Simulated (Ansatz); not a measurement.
# Pt: elastic constants, part 2 of 3

How stiff is the crystal, and how unevenly? Runs: cell and atoms relaxed (PAW); reference run (PAW); cell relaxed at 2 GPa (PAW); at 2 GPa (PAW).

Ansatz 0.2.0; DFT PBEsol.

## 4. Cell relaxed at 2 GPa, PAW

Input file input.yaml:

```yaml
crystal:
  lattice:
    - [0.0, 1.95989398661, 1.95989398661]
    - [1.95989398661, 0.0, 1.95989398661]
    - [1.95989398661, 1.95989398661, 0.0]
  atoms:
    - { symbol: Pt, position: [0.0, 0.0, 0.0] }
kpoints:
  mp_grid: { grid: [24, 24, 24] }
scf:
  occupations: { method: fermi_dirac, width: 0.1 }
hamiltonian:
  xc: pbesol
  pseudopotentials: { kind: paw }
relax:
  f_tol: 0.002
  max_steps: 80
  cell: { p_target: 2 }
output:
  forces: true
  stress: true
```

Run with:

```sh
> ansatz run input.yaml --threads 1 --pin off --max-ram 2560MiB --backend cpu --events-out ev --progress --plain --runs-dir out
```

Standard output:

```text
Engine: ansatz 0.2.0
Pseudopotentials: kind: paw
Pseudopotential: Pt, paw, valence charge 18, recommended cutoff 420 eV (normal), Pt.paw.azcp
Functional definition: PBEsol
  exchange = pbesol_x
  correlation = pbesol_c
Crystal: 1 atoms, lattice volume = 15.057 Å³
Basis set: ecut = 420 eV, 283 PW (Γ), exchange–correlation on 40×40×40 points (8 copies of the dense FFT grid, shifted against one another)
Bands: 13, of which v1, the nominal top of the filled ones, is band 9 counted from 1 (8 counted from 0)
Symmetry: 48 space group operations
Space group: Fm-3m (ITA 225), of the structure as read, at distance tolerance 2.5e-5 Å
k-points: 413 of 13824
Non-local potential: Pt, projectors of the file, l = 0: 3, l = 1: 2, l = 2: 2, l = 3: 1
PAW form: soft (Blöchl's): semilocal exchange-correlation on the pseudo side does not see the compensation charge
PAW frozen core: Pt, regenerated for the run's functional, and the local potential with it (the file was generated under x = pbe(κ = 0.804, μ = 0.2195149727645171), c = pbe(β = 0.06672455060314922))
PAW one-centre angular grid: Pt, 590 points (default); XC on 64 Gauss nodes
Initial density: superposition of atomic densities (neutral atoms: chi_scale 0, normalization atom), corrected by the library's trained network
Initial wavefunctions: pseudopotential atomic-orbital guess
Functional: x = pbesol(κ = 0.804, μ = 0.12345679012345678), c = pbesol(β = 0.046)
SCF iter   1: F=—  HF=-12383.850932 eV  |F-HF|=—  |Δ(HF+E_count)|=         —  Δρ=6.53e-3  dr2=5.03e-3  ethr=1.77e-3  ⟨swp⟩=5.0  Hψ=29771  notcnv=0
preconditioner: auto → none  [metal: Δε(μ)=0.001 eV  Ē_g=14.194 eV  σ=0.100 eV  W_gap=0.00  n_scr=8 (ndim 8)  ℏωp=30.3 eV  f_vac=0.000  D(μ)=1.72/eV (n_scr^D=26)  sad-step TF]
SCF iter   2: F=—  HF=-12383.849494 eV  |F-HF|=—  |Δ(HF+E_count)|=   1.44e-3  Δρ=3.06e-3  dr2=1.01e-3  ethr=2.79e-5  ⟨swp⟩=1.4  Hψ=9077  notcnv=0
SCF iter   3: F=—  HF=-12383.849272 eV  |F-HF|=—  |Δ(HF+E_count)|=   2.22e-4  Δρ=3.83e-4  dr2=1.02e-5  ethr=5.63e-6  ⟨swp⟩=2.0  Hψ=7354  notcnv=0
SCF iter   4: F=—  HF=-12383.849278 eV  |F-HF|=—  |Δ(HF+E_count)|=   6.23e-6  Δρ=7.55e-5  dr2=2.47e-7  ethr=5.66e-8  ⟨swp⟩=2.5  Hψ=8860  notcnv=0
iter 5 did not close the SCF: its close was put off for the readings that it lacked (scf_convergence_deferred on its scf_iter line)
SCF iter   5: F=-12383.849278 eV  HF=-12383.849278 eV  |F-HF|=5.93e-9  |Δ(HF+E_count)|=   1.20e-7  Δρ=8.44e-6  dr2=9.16e-9  ethr=1.37e-9  ⟨swp⟩=2.0  Hψ=8613  notcnv=0
SCF iter   6: F=-12383.849278 eV  HF=-12383.849278 eV  |F-HF|=3.64e-12  |Δ(HF+E_count)|=   2.11e-9  Δρ=6.25e-7  dr2=1.42e-11  ethr=5.09e-11  ⟨swp⟩=2.0  Hψ=16204  notcnv=0
SCF 1 converged in 6 iterations: F = -12383.849278 eV  dr2 = 1.42e-11
relax step   1: F+E_penalty+E_count = -12383.84927805 eV  Δ(F+E_penalty+E_count) = +0.000e0 eV  max|allowed force component| = 0.000e0 eV/Å  Δτ_max = 0.0000 Å  P = -0.002 GPa  Ω = 15.057 Å³  (6 SCF iters, dr2 threshold 1.00e-7 eV, accepted)
Crystal: 1 atoms, lattice volume = 14.765 Å³
Initial density: handed on by an earlier stage of this run
Initial wavefunctions: those handed on with the density
iter 1 solved again at ethr=1.14e-6 eV; its pass at ethr=3.10e-3 eV (dr2=2.06e-4 eV) is discarded
SCF iter   1: F=—  HF=-12383.844176 eV  |F-HF|=—  |Δ(HF+E_count)|=         —  Δρ=1.42e-3  dr2=1.73e-4  ethr=1.14e-6  ⟨swp⟩=1.0  Hψ=35630  notcnv=0
preconditioner: auto → none  [metal: Δε(μ)=0.005 eV  Ē_g=14.430 eV  σ=0.100 eV  W_gap=0.01  n_scr=8 (ndim 8)  ℏωp=30.6 eV  f_vac=0.000  D(μ)=1.68/eV (n_scr^D=14)]
SCF iter   2: F=—  HF=-12383.844147 eV  |F-HF|=—  |Δ(HF+E_count)|=   2.93e-5  Δρ=6.66e-4  dr2=2.07e-5  ethr=9.60e-7  ⟨swp⟩=2.3  Hψ=7169  notcnv=0
SCF iter   3: F=—  HF=-12383.844142 eV  |F-HF|=—  |Δ(HF+E_count)|=   4.10e-6  Δρ=2.36e-4  dr2=3.04e-6  ethr=1.15e-7  ⟨swp⟩=2.0  Hψ=9147  notcnv=0
SCF iter   4: F=-12383.844143 eV  HF=-12383.844143 eV  |F-HF|=5.12e-9  |Δ(HF+E_count)|=   3.73e-7  Δρ=1.54e-5  dr2=9.69e-9  ethr=5.56e-10  ⟨swp⟩=3.0  Hψ=19320  notcnv=0
SCF 2 converged in 4 iterations: F = -12383.844143 eV  dr2 = 9.69e-9
relax step   2: F+E_penalty+E_count = -12383.84414285 eV  Δ(F+E_penalty+E_count) = +5.135e-3 eV  max|allowed force component| = 0.000e0 eV/Å  Δτ_max = 0.0000 Å  P = +5.886 GPa  Ω = 14.765 Å³  energy of the carried Pulay correction = +1.170e-4 eV  (4 SCF iters, dr2 threshold 1.00e-7 eV, rejected (line search))
Crystal: 1 atoms, lattice volume = 14.956 Å³
iter 1 solved again at ethr=3.20e-7 eV; its pass at ethr=3.10e-3 eV (dr2=5.77e-5 eV) is discarded
SCF iter   1: F=—  HF=-12383.848727 eV  |F-HF|=—  |Δ(HF+E_count)|=         —  Δρ=9.29e-4  dr2=7.53e-5  ethr=3.20e-7  ⟨swp⟩=2.0  Hψ=35614  notcnv=0
preconditioner: auto → none  [metal: Δε(μ)=0.002 eV  Ē_g=14.299 eV  σ=0.100 eV  W_gap=0.00  n_scr=8 (ndim 8)  ℏωp=30.4 eV  f_vac=0.000  D(μ)=1.71/eV (n_scr^D=26)]
SCF iter   2: F=—  HF=-12383.848715 eV  |F-HF|=—  |Δ(HF+E_count)|=   1.19e-5  Δρ=4.41e-4  dr2=9.38e-6  ethr=3.20e-7  ⟨swp⟩=2.0  Hψ=7386  notcnv=0
SCF iter   3: F=—  HF=-12383.848714 eV  |F-HF|=—  |Δ(HF+E_count)|=   5.88e-7  Δρ=1.58e-4  dr2=1.40e-6  ethr=5.21e-8  ⟨swp⟩=2.1  Hψ=9193  notcnv=0
SCF iter   4: F=—  HF=-12383.848713 eV  |F-HF|=—  |Δ(HF+E_count)|=   1.49e-6  Δρ=9.59e-6  dr2=4.14e-9  ethr=7.80e-9  ⟨swp⟩=1.3  Hψ=5717  notcnv=0
SCF iter   5: F=—  HF=-12383.848713 eV  |F-HF|=—  |Δ(HF+E_count)|=   3.57e-9  Δρ=1.25e-6  dr2=9.42e-11  ethr=2.30e-11  ⟨swp⟩=2.1  Hψ=8698  notcnv=0
SCF iter   6: F=-12383.848713 eV  HF=-12383.848713 eV  |F-HF|=9.09e-12  |Δ(HF+E_count)|=  3.82e-11  Δρ=2.44e-7  dr2=2.19e-12  ethr=1.00e-12  ⟨swp⟩=5.0  Hψ=20797  notcnv=0
SCF 3 converged in 6 iterations: F = -12383.848713 eV  dr2 = 2.19e-12
relax step   3: F+E_penalty+E_count = -12383.84871263 eV  Δ(F+E_penalty+E_count) = +5.654e-4 eV  max|allowed force component| = 0.000e0 eV/Å  Δτ_max = 0.0000 Å  P = +1.944 GPa  Ω = 14.956 Å³  energy of the carried Pulay correction = +4.004e-5 eV  (6 SCF iters, accepted)
Crystal: 1 atoms, lattice volume = 14.953 Å³
iter 1 solved again at ethr=7.86e-11 eV; its pass at ethr=3.10e-3 eV (dr2=1.42e-8 eV) is discarded
SCF iter   1: F=—  HF=-12383.848679 eV  |F-HF|=—  |Δ(HF+E_count)|=         —  Δρ=1.39e-5  dr2=1.72e-8  ethr=7.86e-11  ⟨swp⟩=2.0  Hψ=34273  notcnv=0
SCF iter   2: F=-12383.848679 eV  HF=-12383.848679 eV  |F-HF|=2.58e-10  |Δ(HF+E_count)|=   2.07e-7  Δρ=6.55e-6  dr2=2.07e-9  ethr=4.30e-11  ⟨swp⟩=2.3  Hψ=18250  notcnv=0
SCF 4 converged in 2 iterations: F = -12383.848679 eV  dr2 = 2.07e-9
relax step   4: F+E_penalty+E_count = -12383.84867861 eV  Δ(F+E_penalty+E_count) = +3.402e-5 eV  max|allowed force component| = 0.000e0 eV/Å  Δτ_max = 0.0000 Å  P = +2.001 GPa  Ω = 14.953 Å³  energy of the carried Pulay correction = +4.118e-5 eV  (2 SCF iters, dr2 threshold 7.74e-9 eV, accepted)
Initial wavefunctions: pseudopotential atomic-orbital guess (no wavefunctions were taken with the density)
iter 1 solved again at ethr=2.12e-8 eV; its pass at ethr=3.10e-3 eV (dr2=3.82e-6 eV) is discarded
SCF iter   1: F=—  HF=-12383.848635 eV  |F-HF|=—  |Δ(HF+E_count)|=         —  Δρ=2.08e-5  dr2=1.45e-8  ethr=2.12e-8  ⟨swp⟩=2.8  Hψ=42930  notcnv=0
SCF iter   2: F=—  HF=-12383.848636 eV  |F-HF|=—  |Δ(HF+E_count)|=   1.07e-6  Δρ=8.96e-6  dr2=2.44e-9  ethr=8.03e-11  ⟨swp⟩=2.4  Hψ=9247  notcnv=0
SCF iter   3: F=—  HF=-12383.848636 eV  |F-HF|=—  |Δ(HF+E_count)|=  3.38e-10  Δρ=2.07e-6  dr2=3.27e-10  ethr=1.36e-11  ⟨swp⟩=2.4  Hψ=8861  notcnv=0
SCF iter   4: F=-12383.848636 eV  HF=-12383.848636 eV  |F-HF|=0.00e0  |Δ(HF+E_count)|=  7.46e-11  Δρ=3.63e-7  dr2=3.03e-12  ethr=1.00e-12  ⟨swp⟩=3.9  Hψ=25043  notcnv=0
SCF 5 converged in 4 iterations: F = -12383.848636 eV  dr2 = 3.03e-12
relax step   5: F+E_penalty+E_count = -12383.84863635 eV  Δ(F+E_penalty+E_count) = +4.226e-5 eV  max|allowed force component| = 0.000e0 eV/Å  Δτ_max = 0.0000 Å  P = +2.004 GPa  Ω = 14.953 Å³  stress off target by 3.60e-3 GPa  SCF on the basis re-selected at this cell (its energy is not comparable with the rows above)  (4 SCF iters)
basis re-selected at this cell: Δ(F+E_penalty+E_count) = +4.226e-5 eV, ΔP = +0.003 GPa vs the last step (what re-selecting the basis moved, of the pressure what is left beyond the Pulay correction that the steps carried, after the strain that the cell walked since its last selection, with what the two solves' SCF thresholds leave and, on support functions, any second-order correction that the steps lacked; it is no measure of the basis error at this ecutwfc). This SCF's stress stands 3.60e-3 GPa from its target on what of the cell is left free (relax.cell.stress_tol is 5.00e-2 GPa) and its largest allowed force component is 0.00e0 eV/Å (relax.f_tol is 2.00e-3 eV/Å): within both
SCF converged after 4 iterations
Free energy (F): -12383.848636 eV
Harris-Foulkes:  -12383.848636 eV  (|F-HF|=0.00e0)
Internal energy: -12383.794658 eV  (E = F + TS)
E sigma→0 (E₀):  -12383.821647 eV
Entropy (-TS):   -0.053978 eV (-53.978 meV/atom)
Fermi energy:    23.502418 eV
--- Per-component energies (eV) ---
  E_band       = -127.753897
  E_kinetic    = 638.319544
  E_local      = -1451.921933  (includes V_loc(G=0)·N_el)
  E_nonlocal   = 202.942566
  E_hartree    = 538.316261
  E_xc         = -260.581903
  E_vxc        = -302.732318  (∫ρ·V_xc dr)
  E_paw        = -9316.336740  (= ΣΔE_a)
  E_vpaw       = -290.994426  (= ΣTr[D̂ρ^β])
  E_aug_tail   = 0.000173  (compensation charges beyond the density's cutoff)
  E_ewald      = -2734.819607
  E_core_change = 0.286981  (= ΣΔE_core)
  E_smearing   = -0.053978  (= −TS)
  E_closure    = 0.000000  (closes the sum)
  Σ components = -12383.848636   (vs F -12383.848636, Δ=0.00e0)
--- Forces (eV/Å), atoms counted from 1 ---
  atom   1  Pt    -0.00000000     0.00000000     0.00000000
  max |Σ_I F_I| component: 6.57e-32 eV/Å
--- Stress (GPa, compression-positive) ---
        2.003600      -0.000000      -0.000000
       -0.000000       2.003600      -0.000000
       -0.000000      -0.000000       2.003600
  P = ⅓ Tr σ = 2.0036 GPa (20.036 kbar)
--- Relaxed structure (4 steps of the walk, 3 accepted, 1 SCFs on fresh bases) ---
  F+E_penalty+E_count = -12383.84863635 eV   max|allowed force component| = 0.000e0 eV/Å   (the final SCF, on the basis selected at the relaxed cell)
  cell:  # Å, volume = 14.9532 Å³
    - [8.916901057567282e-34, 1.955394589726634, 1.955394589726634]
    - [1.955394589726634, -2.5476860164477963e-35, 1.955394589726634]
    - [1.955394589726634, 1.955394589726634, 3.8215290246716924e-34]
  atoms:
    - { symbol: Pt, position: [0.0, 0.0, 0.0] }
```

It took 14 s on 1 thread of Arm Neoverse V2, shared host; peak memory 0.36 GiB.

The steps of the relaxation:

```
step  energy from step 1 (eV/cell)  largest force component (eV/Å)  pressure (GPa)  volume (Å³)
   1                        0.0000                          0.0000            0.00        15.06
  2x                        0.0051                          0.0000            5.89        14.76
   3                        0.0006                          0.0000            1.94        14.96
   4                        0.0006                          0.0000            2.00        14.95
   5                        0.0006                          0.0000            2.00        14.95
```

Step 1 is the start. Step 5 repeats the geometry before on a plane-wave basis chosen anew for that cell, so the energy can jump there without any move; the table keeps such jumps. 1 step was tried and not accepted (marked x).

| input's cell | before | after | change |
| --- | --- | --- | --- |
| a (Å) | 2.772 | 2.765 | -0.2 % |
| b (Å) | 2.772 | 2.765 | -0.2 % |
| c (Å) | 2.772 | 2.765 | -0.2 % |
| volume (Å³/atom) | 15.06 | 14.95 | -0.7 % |

[end of part 2 of 3]
